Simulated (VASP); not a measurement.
A run of VASP 6.6.1 is set up as follows.

INCAR

```
SYSTEM = Li
PREC = Accurate
ENCUT = 520
EDIFF = 1E-7
ISMEAR = 0
SIGMA = 0.1
LREAL = .FALSE.
LASPH = .TRUE.
NELM = 60
ALGO = Normal
ISIF = 2
LWAVE = .FALSE.
LCHARG = .TRUE.
GGA = PS
LELF = .TRUE.
LVHAR = .TRUE.
NBANDS = 8
```

KPOINTS

```
regular mesh
0
G
  26 26 26
  0 0 0
```

POSCAR

```
Li
1.0
   -1.7122100000      1.7122100000      1.7122100000
    1.7122100000     -1.7122100000      1.7122100000
    1.7122100000      1.7122100000     -1.7122100000
Li
1
Direct
    0.0000000000      0.0000000000      0.0000000000
```

Potentials or basis: VASP PAW PBE potentials, release 64 (Li_sv).

Command:

```bash
$ cat potpaw_PBE.64/Li_sv/POTCAR > POTCAR
$ mpirun -np 1 vasp_std > vasp.out
```

Problem. What does it give for the band gap on the k mesh?

Solution. None (metal or under the smearing width).
